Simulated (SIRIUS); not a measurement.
TaN under changes of volume

One of the cells (11.030 Å³/atom); the others are scaled copies at fixed shape and fractional positions:

```
CELL_PARAMETERS angstrom
0.00000 2.22597 2.22597
2.22597 0.00000 2.22597
2.22597 2.22597 0.00000
ATOMIC_POSITIONS crystal
Ta 0.50000 0.50000 0.50000
N 0.00000 0.00000 0.00000
```

The cell comes from a database or a generator and needn't be the stable form of this composition.

| Quantity | Value |
| --- | --- |
| Program | SIRIUS 7.12.0 |
| Functional | PBEsol |
| Potentials or basis | PseudoDojo 0.4.1 PBEsol standard (scalar relativistic) |
| Cutoff | 1152 eV |
| Density cutoff | 4606 eV |
| k mesh | 10 × 10 × 10 |
| Occupations | fermi-dirac, width 0.05 eV |
| Spin | no spin polarisation |

| volume (Å³/atom) | energy over the lowest point (meV/atom) | pressure (GPa) |
| --- | --- | --- |
| 10.164 | 8.78 | 10.6 |
| 10.381 | 0.00 | 2.6 |
| 10.597 | ? | ? |
| 11.030 | 31.34 | -16.9 |
| 11.246 | 57.74 | -22.1 |
| 11.462 | 90.73 | -26.7 |

Problem. What does the run at 10.597 Å³/atom give?

Solution. Energy over the lowest point 1.54 meV/atom; pressure -4.7 GPa.

Worked out: A Birch-Murnaghan fit of order 3 (a polynomial in V^(-2/3)) to the other rows has its minimum at 10.45 Å³/atom with B0 = V·E''(V) = 354 GPa and B' = 4.3. It gives 1.54 meV/atom at 10.597 Å³/atom, against the run's 1.54, and -dE/dV = -4.7 GPa, against -4.7.

Energies are extrapolated to zero smearing.
